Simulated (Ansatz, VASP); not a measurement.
Given: the input of a run of Ansatz 0.2.0 on InSe.

File input.yaml:

```yaml
crystal:
  lattice:
    - [2.0, 1.1547005384, 8.44]
    - [-2.0, 1.1547005384, 8.44]
    - [0.0, -2.3094010768, 8.44]
  atoms:
    - { symbol: In, position: [0.8886, 0.8886, 0.8886] }
    - { symbol: In, position: [0.0, 0.0, 0.0] }
    - { symbol: Se, position: [0.1719, 0.1719, 0.1719] }
    - { symbol: Se, position: [0.3835, 0.3835, 0.3835] }
kpoints:
  mp_grid: { grid: [5, 5, 5] }
scf:
  occupations: { method: fermi_dirac, width: 0.04 }
hamiltonian:
  xc: pbe
  pseudopotentials: { kind: all_electron, lapw: { basis_error: 0.003 } }
output:
  forces: true
  stress: true
  eigenvalues: true
```

Potentials or basis: all-electron LAPW, scalar-relativistic.

Command:

```console
$ ansatz run input.yaml --threads 2 --pin off --max-ram 6144MiB --backend cpu --events-out ev --progress --plain --runs-dir out
```

**Question.** Translate it to VASP 6.6.1. Potentials there: VASP PAW PBE potentials, release 64 (In_d, Se).

**Answer.** As run (the cutoff follows the program's own potentials):

Contents of INCAR:

```
SYSTEM = InSe
PREC = Accurate
ENCUT = 520
EDIFF = 1E-6
ISMEAR = -1
SIGMA = 0.04
LREAL = .False.
LASPH = .True.
NELM = 100
ALGO = Normal
ISIF = 2
LWAVE = .False.
LCHARG = .False.
GGA = PE
NBANDS = 27
```

Contents of KPOINTS:

```
Automatic mesh
0
Gamma
  5 5 5
  0 0 0
```

The input POSCAR:

```
InSe
1.0
    2.0000000000      1.1547005384      8.4400000000
   -2.0000000000      1.1547005384      8.4400000000
    0.0000000000     -2.3094010768      8.4400000000
In Se
2 2
Direct
    0.8886000000      0.8886000000      0.8886000000
    0.0000000000      0.0000000000      0.0000000000
    0.1719000000      0.1719000000      0.1719000000
    0.3835000000      0.3835000000      0.3835000000
```

Potentials or basis: VASP PAW PBE potentials, release 64 (In_d, Se).

The run is started by

```bash
$ cat potpaw_PBE.64/In_d/POTCAR potpaw_PBE.64/Se/POTCAR > POTCAR
$ mpirun -np 1 vasp_std > vasp.out
```

Both were run:

|  | VASP | Ansatz | Ansatz less VASP |
| --- | --- | --- | --- |
| gap on the k mesh at the Fermi level (eV) | 0.96 | 0.97 | +0.009 |
| least direct gap on the mesh (eV) | 0.96 | 0.97 | +0.009 |
| pressure (GPa) | 2.9 | 2.8 | -0.03 |
| largest component of the traceless stress (GPa) | 0.91 | 0.91 | -0.003 |
| rms of the force components (eV/Å) | 0.184 | 0.175 | -0.0086 |

Atom by atom the forces differ by 0.009 eV/Å (rms over components). Ansatz ran all-electron here, so the differences hold the error of VASP's frozen core and of both bases.

Caveats: spin-orbit coupling is left out, which moves the levels of the heavy elements; an odd mesh through Γ misses points on the zone boundary, where band edges often lie.
